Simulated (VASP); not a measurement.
W:

```
W
1.0
    -1.58234    1.58234    1.58234
     1.58234   -1.58234    1.58234
     1.58234    1.58234   -1.58234
W
1
Direct
  0.00000 0.00000 0.00000
```

| Property | Result |
| --- | --- |
| Program | VASP 6.6.1 |
| Task | relaxation of cell and atoms |
| Functional | PBE |
| Dispersion | TS |
| Potentials or basis | VASP PAW PBE potentials, release 64 (W_sv) |
| Cutoff | 600 eV |
| k mesh | 12 × 12 × 12 |
| Occupations | fermi-dirac, width 0.05 eV |
| Spin | no spin polarisation |

At the start: pressure -10.6 GPa; volume 15.85 Å³/atom.

**Question.** How do energy, volume and symmetry change on relaxing?

**Answer.** Over 5 steps the energy falls by 11.1 meV/atom and the volume is 15.34 Å³/atom (-3.2 %); space group Im-3m (No. 229, to 0.05 Å).

Step by step:
```
step  energy change (eV)  largest force (eV/Å)  pressure (GPa)  volume (Å³)
   1              0.0000                0.0000          -10.65        15.85
   2              0.2920                0.0000           56.19        13.55
   3             -0.0116                0.0000           -2.06        15.44
   4             -0.0112                0.0000           -0.29        15.36
   5             -0.0111                0.0000            0.04        15.34
```

Final structure:
```
W
1.0
    -1.56544    1.56544    1.56544
     1.56544   -1.56544    1.56544
     1.56544    1.56544   -1.56544
W
1
Direct
  0.00000 0.00000 0.00000
```

Caveat: atom-pairwise D2, TS and ULG terms overbind metals; pairwise dispersion overbinds metals, which lowers pressure and volume.
